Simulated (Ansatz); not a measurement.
**LiCl**

Level of theory: DFT, PBEsol, scalar-relativistic, no spin polarisation; plane waves to 420 eV with PAW datasets (Ansatz 0.2.0), 10×10×10 k-mesh, Gaussian smearing of 0.05 eV. The datasets are Ansatz's generated set soft_2.

```
CELL_PARAMETERS angstrom
0.00000 2.53215 2.53215
2.53215 0.00000 2.53215
2.53215 2.53215 0.00000
ATOMIC_POSITIONS crystal
Li 0.00000 0.00000 0.00000
Cl 0.50000 0.50000 0.50000
```

The chain of runs began from a cell as deposited in COD, expanded in volume. Of that entry: the entry's cell lengths or inner coordinates differ somewhat from later room-temperature determinations.

The cell has space group Fm-3m (read at 0.01 Å). In it the stress is 0.00, 0.00, 0.00, 0.00, 0.00, 0.00 GPa and the largest force component 0.000 eV/Å. Each change below starts from this cell, without further relaxation. Stress is in GPa, positive in compression, in the order xx, yy, zz, yz, xz, xy; energies are counted from the cell above.

Q: What happens when atom 2 (Cl) is moved by 0.02 Å along y?

A: The energy changes by 0.2 meV per cell, and the force on it along the shift is -0.0181 eV/Å (−F/u = 0.91 eV/Å²). Stress: 0.00, 0.02, 0.00, 0.00, 0.00, 0.00.
| atom | Fx (eV/Å) | Fy | Fz |
| --- | --- | --- | --- |
| Li1 | 0.000 | 0.018 | 0.000 |
| Cl2 | 0.000 | -0.018 | 0.000 |

Q: What stress follows from an engineering strain of 2 % in zz, atoms carried along?

A: -0.40, -0.40, -1.12, 0.00, 0.00, 0.00 GPa; the energy changes by 2.4 meV per cell. The gap on the mesh goes from 6.35 eV to 6.20 eV.
The change of the stress over the strain gives a clamped-atom stiffness of about 56 GPa for this component, a secant value that lies under the elastic constant in tension and over it in compression, by several per cent for each per cent of strain.
In a harmonic crystal the energy would rise by V(½Cε² − σ₀ε), with σ₀ the stress of the unstrained cell, = 2.3 meV, close to the run's value; the rest has the sign of the anharmonic part, which a secant stiffness overstates.

Kohn–Sham gaps of semilocal functionals lie under measured ones, often by a third or more.
